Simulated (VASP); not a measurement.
Here is a VASP 6.6.1 calculation.

The input INCAR:

```
AGGAC    = 1.0          
AGGAX    = 1.0          
ALDAC    = 0.0          
ALDAX    = 1.0          
ALGO     = Normal         # electronic algorithm
EDIFF    = 1E-7           # SCF threshold, eV
EDIFFG   = -0.01          # ionic threshold
ENCUT    = 600            # plane-wave cutoff, eV
GGA      = B5             # functional
IBRION   = 2              # ionic algorithm
ISIF     = 3              # what is computed and relaxed
ISMEAR   = -1             # smearing method
IVDW     = 12             # dispersion correction
LASPH    = T              # aspherical terms in the spheres
LCHARG   = F              # write CHGCAR
LREAL    = F              # projectors in reciprocal space
LWAVE    = F              # write WAVECAR
NELM     = 100            # most SCF steps
NSW      = 60             # ionic steps
PREC     = Accurate       # precision mode
SIGMA    = 0.05           # smearing width, eV
VDW_A1   = 0.4298       
VDW_A2   = 4.2359       
VDW_S6   = 1.0          
VDW_S8   = 2.6996
```

File KPOINTS:

```
k-points
0
Gamma
  8 8 3
```

Contents of POSCAR:

```
ZnS
1.0
    3.8227000000      0.0000000000      0.0000000000
   -1.9113500000      3.3105553110      0.0000000000
    0.0000000000      0.0000000000     12.5200000000
Zn S
4 4
Direct
    0.6666666667      0.3333333333      0.7500000000
    0.3333333333      0.6666666667      0.2500000000
    0.0000000000      0.0000000000      0.5000000000
    0.0000000000      0.0000000000      0.0000000000
    0.6666666667      0.3333333333      0.9375000000
    0.3333333333      0.6666666667      0.4375000000
    0.0000000000      0.0000000000      0.6875000000
    0.0000000000      0.0000000000      0.1875000000
```

Potentials or basis: VASP PAW PBE potentials, release 64 (Zn, S).

Launch:

```sh
$ cat potpaw_PBE.64/Zn/POTCAR potpaw_PBE.64/S/POTCAR > POTCAR
$ mpirun -np 1 vasp_std > vasp.out
```

(1) Predict the dispersion energy per atom.

(2) Predict the relaxed volume.

(3) What does it give for the space group after relaxing (to 0.05 Å)?

Results:

(1) -0.673 eV.

(2) 19.56 Å³/atom.

(3) P6_3mc (No. 186).

Caveat: the PAW data sets were made with another functional, which shifts forces and pressure a little.
